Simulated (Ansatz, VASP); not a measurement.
Si: VASP beside Ansatz

```
CELL_PARAMETERS angstrom
2.63732 0.00000 0.00000
-1.31866 2.28398 0.00000
0.00000 0.00000 2.47230
ATOMIC_POSITIONS crystal
Si 0.00000 0.00000 0.00000
```

Alike in both runs: functional PBEsol; k mesh 16 × 16 × 15; occupations fermi-dirac, width 0.08 eV; no spin polarisation.

Ansatz relaxed the structure, and its values are those at the end. VASP's run is a single point on that final structure, the one shown.

|  | VASP | Ansatz |
| --- | --- | --- |
| version | VASP 6.6.1 | Ansatz 0.2.0 |
| potentials or method | VASP PAW PBE potentials, release 64 (Si) | PAW with Ansatz's default frozen-core files, scalar-relativistic |
| plane-wave cutoff (eV) | 520 | 420 |
| valence electrons in the cell | 4 | 4 |

VASP gave:

| Property | Result |
| --- | --- |
| pressure (GPa) | -1.1 |

Task: What did Ansatz give for the same quantities?

Result: Pressure (GPa): -1.2.

The functional is the same, so the differences come from potentials, cutoffs and numerics.

Caveats: the PAW data sets were made with another functional, which shifts forces and pressure a little (VASP).
